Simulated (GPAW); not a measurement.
Crystal: CuO.

```
Cu O
1.0
     3.42205    0.00000    0.00000
     0.00000    3.42205    0.00000
     0.00000    0.00000    4.26046
Cu O
2 2
Direct
  0.00000 0.50000 0.00000
  0.50000 0.00000 0.50000
  0.00000 0.00000 0.25000
  0.00000 0.00000 0.75000
```

Measurements of this composition are mostly on another form, of space group No. 15.

Base run:

```yaml
Program: GPAW 26.7.0
Functional: AM05
Potentials_or_basis: PAW data sets generated in the run's folder for this functional
Cutoff: 800 eV
Basis: pw
k_mesh: 6 × 6 × 5
Occupations: fermi-dirac, width 0.05 eV
Spin: no spin polarisation
```

Its results: pressure -6.9 GPa.

The run is repeated on the same cell with these changes: functional from AM05 to BLYP. What comes out?

Pressure 2.1 GPa.

BLYP binds less tightly than AM05, so the same cell stands under more pressure.

Caveats: with this Cu data set, volumes or pressures lay over 1.5 % or 2 GPa off other programs in two to four cells of ten; the run has no spin polarisation, though such a crystal can be magnetic.
